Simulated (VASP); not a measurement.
Runs of VASP 6.6.1 on Ba. All rows change the cell; the cell of one of them follows. Symmetry: P4/mmm, No. 123, tetragonal system. The conventional cell has a = 3.880 Å, b = 3.880 Å, c = 3.497 Å, α = 90.00°, β = 90.00°, γ = 90.00°. Around Ba (site symmetry 4/mmm) lie 6 Ba at 3.50 to 3.88 Å. This isn't the form of Ba at room conditions, which is bcc.

| cell | gap on the mesh (eV) | pressure (GPa) |
| --- | --- | --- |
| strain -0.030 along x and y, -0.030 along z, atoms carried along | none | (a) |
| strain -0.030 along x and y, +0.000 along z, atoms carried along | none | 0.5 |
| strain +0.000 along x and y, +0.030 along z, atoms carried along | none | -0.3 |
| strain +0.030 along x and y, +0.000 along z, atoms carried along | none | -0.4 |

Alike in all rows: task single point; level PBEsol; potentials or basis VASP PAW PBE potentials, release 64 (Ba_sv); no spin polarisation; k mesh 12 × 12 × 14; cutoff (eV) 520; smearing gaussian 0.15 eV.

**Question.** Fill in the values left out.

**Answer.** (a) 0.8.

Caveats: the PAW data sets were made with another functional, which shifts forces and pressure a little.

A k mesh can miss the band edges, and the runs leave out spin-orbit coupling on Ba.

A gap of «none» marks a metal or a gap under the smearing width.
